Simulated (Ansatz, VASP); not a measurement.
Te: VASP beside Ansatz

INCAR

```
PREC     = Accurate       # precision mode
ENCUT    = 520            # plane-wave cutoff, eV
EDIFF    = 1E-7           # SCF threshold, eV
ISMEAR   = -1             # smearing method
SIGMA    = 0.05           # smearing width, eV
LREAL    = F              # projectors in reciprocal space
LASPH    = T              # aspherical terms in the spheres
NELM     = 80             # most SCF steps
ALGO     = Normal         # electronic algorithm
ISIF     = 2              # what is computed and relaxed
LWAVE    = F              # write WAVECAR
LCHARG   = F              # write CHGCAR
GGA      = PS             # functional
NBANDS   = 16             # bands
```

The input KPOINTS:

```
Automatic mesh
0
Gamma
  7 7 5
```

File POSCAR:

```
Te
1.0
    4.3630765282      0.0000000000      0.0000000000
   -2.1815382641      3.7785351121      0.0000000000
    0.0000000000      0.0000000000      5.8030681080
Te
3
Direct
    0.7310000000      0.7310000000      0.0000000000
    0.0000000000      0.2690000000      0.6666666667
    0.2690000000      0.0000000000      0.3333333333
```

The input input.yaml:

```yaml
crystal:
  lattice:
    - [4.3630765282, 0.0, 0.0]
    - [-2.1815382641, 3.7785351121, 0.0]
    - [0.0, 0.0, 5.803068108]
  atoms:
    - { symbol: Te, position: [0.731, 0.731, 0.0] }
    - { symbol: Te, position: [0.0, 0.269, 0.6666666667] }
    - { symbol: Te, position: [0.269, 0.0, 0.3333333333] }
hamiltonian:
  xc: pbesol
  pseudopotentials: { kind: paw }
kpoints:
  mp_grid: { grid: [7, 7, 5] }
scf:
  occupations: { method: fermi_dirac, width: 0.05 }
output:
  forces: true
  stress: true
  eigenvalues: true
  write_density: true
  write_potential: true
  elf: true
  volumetric_format: npy
```

Change from the starting cell: volume scaled by 0.94.

Alike in both runs: task single point; functional PBEsol; k mesh 7 × 7 × 5; occupations fermi-dirac, width 0.05 eV; no spin polarisation.

```csv
,VASP,Ansatz
version,VASP 6.6.1,Ansatz 0.2.0
potentials or method,"VASP PAW PBE potentials, release 64 (Te)",Ansatz PAW
plane-wave cutoff (eV),520,420
valence electrons in the cell,18,48
```

```csv
,VASP,Ansatz,Ansatz less VASP
gap on the k mesh at the Fermi level (eV),0.57,0.57,+0.005
least direct gap on the mesh (eV),0.80,0.81,+0.012
pressure (GPa),2.6,2.4,-0.13
largest component of the traceless stress (GPa),1.25,1.19,-0.063
rms of the force components (eV/Å),0.278,0.260,-0.0181
```

Atom by atom the forces differ by 0.018 eV/Å (rms over components). The two sets of potentials don't hold the same shells in valence.

Caveats: spin-orbit coupling is left out, which moves the levels of the heavy elements; the PAW data sets were made with another functional, which shifts forces and pressure a little (VASP); an odd mesh through Γ misses points on the zone boundary, where band edges often lie (VASP); odd divisions of the mesh miss points on the zone boundary, where band edges often lie, so the gap on the mesh can be too wide (Ansatz); the PAW data sets come from PBE, with cores solved anew for the run's functional, which leaves a small shift of forces and pressure (Ansatz).
